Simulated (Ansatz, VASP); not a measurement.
# Lu in VASP and in Ansatz

File INCAR:

```
PREC = Accurate
ENCUT = 520
EDIFF = 1E-7
ISMEAR = -1
SIGMA = 0.05
LREAL = F
LASPH = T
NELM = 80
ALGO = Normal
ISIF = 2
LWAVE = F
LCHARG = F
GGA = RP
NBANDS = 32
```

Contents of KPOINTS:

```
regular mesh
0
Gamma
  5 5 3
```

The input POSCAR:

```
Lu
1.0
    3.5031000000      0.0000000000      0.0000000000
   -1.7515500000      3.0337735920      0.0000000000
    0.0000000000      0.0000000000      5.5509000000
Lu
2
Direct
    0.6666666667      0.3333333333      0.7500000000
    0.3333333333      0.6666666667      0.2500000000
```

Contents of input.yaml:

```yaml
crystal:
  lattice:
    - [3.5031, 0.0, 0.0]
    - [-1.75155, 3.033773592, 0.0]
    - [0.0, 0.0, 5.5509]
  atoms:
    - { symbol: Lu, position: [0.6666666667, 0.3333333333, 0.75] }
    - { symbol: Lu, position: [0.3333333333, 0.6666666667, 0.25] }
hamiltonian:
  xc: rpbe
  pseudopotentials: { kind: paw }
kpoints:
  mp_grid: { grid: [5, 5, 3] }
scf:
  occupations: { method: fermi_dirac, width: 0.05 }
  n_extra_bands: 6
output:
  forces: true
  stress: true
  eigenvalues: true
  dos: { projected: true, de: 0.05, nscf_kmesh: { grid: [8, 8, 5] } }
```

Alike in both runs: functional RPBE; k mesh 5 × 5 × 3; occupations fermi-dirac, width 0.05 eV; no spin polarisation.

|  | VASP | Ansatz |
| --- | --- | --- |
| version | VASP 6.6.1 | Ansatz 0.2.0 |
| potentials or method | VASP PAW PBE potentials, release 64 (Lu) | Ansatz PAW |
| plane-wave cutoff (eV) | 520 | 420 |
| valence electrons in the cell | 50 | 50 |
| task | single point | projected density of states |

```tsv
	VASP	Ansatz	Ansatz less VASP
gap on the k mesh at the Fermi level (eV)	none	none	-
pressure (GPa)	2.0	1.9	-0.08
largest component of the traceless stress (GPa)	0.96	0.94	-0.019
```

A gap of «none» marks a metal or a gap that the smearing closes.

Caveats: the k mesh is coarse (spacing up to 0.41 Å⁻¹), so the values aren't converged; the PAW data sets were made with another functional, which shifts forces and pressure a little (VASP); the PAW data sets come from PBE, with cores solved anew for the run's functional, which leaves a small shift of forces and pressure (Ansatz); the density of states is complete only up to the lowest level of the last band computed (Ansatz). Spin-orbit coupling is left out, which matters for the levels of Lu.
